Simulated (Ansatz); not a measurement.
# All-electron card of Rh

```
Rh
1.0
     0.00000    1.90155    1.90155
     1.90155    0.00000    1.90155
     1.90155    1.90155    0.00000
Rh
1
Direct
  0.00000 0.00000 0.00000
```

The geometry is COD entry 9008482, unchecked; take it as a test cell.

The calculation used Ansatz 0.2.0, DFT, PBE, all-electron LAPW, scalar-relativistic.

The runs use a Γ-centred 16×16×16 k mesh, Fermi–Dirac smearing of 0.08 eV, basis error target 1 meV/atom, no spin polarisation.

```
Density of states at the Fermi level (0.2 eV bin) : 1.29 states/eV per cell
Volume per atom                                   : 92.8 bohr³
```

(1) Pressure at this cell: what does the calculation give?

(2) Give the computed value. Band gap.

## Answers

(1) 5.98 GPa.

(2) none: with an odd electron count and no spin polarisation the bands can't all be full, a metal in this set-up (spin order or a larger cell could open a gap).
